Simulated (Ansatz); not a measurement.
**Ga: pressure against volume**

Ga, C2/c, a = 2.741 Å, b = 7.926 Å, c = 3.307 Å, β = 94.1°. This isn't the element's structure at ambient conditions. Ansatz: PBEsol, PAW, 420 eV, Γ-centred 16×16×12 mesh on 2 atoms, Gaussian smearing 0.10 eV; no spin polarisation. Shape and atoms are relaxed at each volume; pressure is positive in compression.

| V (Å³/atom) | P (GPa) |
| --- | --- |
| 15.765 | 10.85 |
| 16.303 | 7.40 |
| 16.840 | 4.48 |
| 17.378 | 2.04 |
| 17.915 | 0.00 |
| 18.453 | -1.68 |
| 18.990 | -3.04 |
| 19.707 | ? |

Question: Take V0 = 17.915 Å³/atom, fit the third-order Birch–Murnaghan form to the other rows, and predict the missing pressure.

Answer: With the Eulerian strain f = ½[(V0/V)^(2/3) − 1] and y = P/[3f(1 + 2f)^(5/2)], the form is the line y = B0 + 1.5 B0 (B0′ − 4) f. Rows (f, y): 0.04448, 65.7; 0.03244, 65.0; 0.02106, 64.0; 0.01025, 63.1; -0.00977, 60.2; -0.01905, 58.6. Means f = 0.01323, y = 62.767; Σ(Δf)² = 0.002987, ΣΔfΔy = 0.3368; the slope is their ratio. y = 61.27 + 112.8 f GPa, so B0 = 61.3 GPa and B0′ = 4 + 2 × (112.8)/(3 × 61.27) = 5.23. At V = 19.707, f = -0.03079, y = 57.80 and P = -4.55 GPa. The run gave -4.54 GPa, so the fit is 0.01 GPa too low, within the rms miss on the fitted rows (0.04 GPa). The form still works here, 22 % of the fitted range beyond its end.